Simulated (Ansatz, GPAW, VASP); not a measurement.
**Se: 4 runs at one level of theory**

```
CELL_PARAMETERS angstrom
4.36620 0.00000 0.00000
-2.18310 3.78124 0.00000
0.00000 0.00000 4.95360
ATOMIC_POSITIONS crystal
Se 0.77460 0.77460 0.00000
Se 0.00000 0.22540 0.66667
Se 0.22540 0.00000 0.33333
```

Alike in all runs: task single point; functional PBE; k mesh 7 × 7 × 6; occupations gaussian, width 0.02 eV; no spin polarisation; no spin-orbit coupling. Pressure is positive in compression and, in plane waves, holds the error of the finite cutoff, which Ansatz's Pulay term estimates and takes out.

| program and potentials | plane-wave cutoff (eV) | notes | pressure (GPa) | largest force (eV/Å) |
| --- | --- | --- | --- | --- |
| Ansatz, Ansatz PAW | 420 | 16 valence electrons an atom on average | 2.78 | 0.401 |
| GPAW, GPAW PAW data sets (gpaw-data 1.2.1) | 600 | 6 valence electrons an atom on average | ? | ? |
| VASP, PBE PAW files Se_GW, 550 eV | 550 | 6 valence electrons an atom on average | 2.85 | 0.425 |
| VASP, PBE PAW files Se, 520 eV | 520 | 6 valence electrons an atom on average | 2.91 | 0.434 |

Estimate from the other rows what the run with GPAW, GPAW PAW data sets (gpaw-data 1.2.1) gave.

Pressure 2.81 GPa; largest force 0.420 eV/Å. The other rows, which needn't bracket it: pressure 2.78 to 2.91; largest force 0.401 to 0.434.
